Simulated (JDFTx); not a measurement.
Runs of JDFTx 1.7.0 (patched build) on BN. Symmetry: F-43m, No. 216, cubic system. Conventional cell: a = 3.626 Å, b = 3.626 Å, c = 3.626 Å, α = 90.00°, β = 90.00°, γ = 90.00°. Around N (site symmetry -43m) lie 4 B at 1.57 Å. B (site symmetry -43m) has 4 N at 1.57 Å as nearest neighbours. The cell is a database's computed one.

```csv
task,level,potentials or basis,cell,cutoff (eV),smearing,band ratio of the Davidson solver,max SCF steps,SCF threshold on the energy,solver of the electrons,further solve for the empty bands,gap on the mesh (eV),pressure (GPa),V0 of scaled cells (Å³/atom),B0 (GPa)
single point,PBEsol,PseudoDojo-SR-PBEsol-0.4.1-standard,as given,1143,fermi-dirac 0.05 eV,-,100,1e-09 Ha,scf,yes,(a),-5.8,-,-
single point,BLYP,PseudoDojo-SR-PBE-0.5-standard,as given,1143,fermi-dirac 0.05 eV,-,100,1e-09 Ha,scf,yes,4.95,10.1,-,-
single point,PBE,PseudoDojo-SR-PBE-0.5-standard with smoothed tails,"atoms moved at random, drawn with an rms of 0.05 Å",1143,fermi-dirac 0.05 eV,-,100,1e-09 Ha,scf,yes,3.96,1.5,-,-
equation of state,PBE,PseudoDojo-SR-PBE-0.5-standard with smoothed tails,as given,1143,fermi-dirac 0.05 eV,-,100,1e-09 Ha,scf,-,-,-,(b),371
single point,PBE,PseudoDojo-SR-PBE-0.5-standard with smoothed tails,as given,1143,fermi-dirac 0.05 eV,-,100,1e-09 Ha,scf,yes,4.60,-0.7,-,-
equation of state,r2SCAN,SG15-PBE-1.2,as given,1088,fermi-dirac 0.05 eV,-,100,1e-09 Ha,scf,-,-,-,5.87,384
```

Alike in all rows: no spin polarisation; k mesh 13 × 13 × 13.

Question: Fill in the values left out.

Answer: (a) 4.41; (b) 5.95.

Caveats: an odd mesh through Γ misses points on the zone boundary, where band edges often lie (some runs); the potentials were made for another functional, which shifts forces and pressure (some runs).
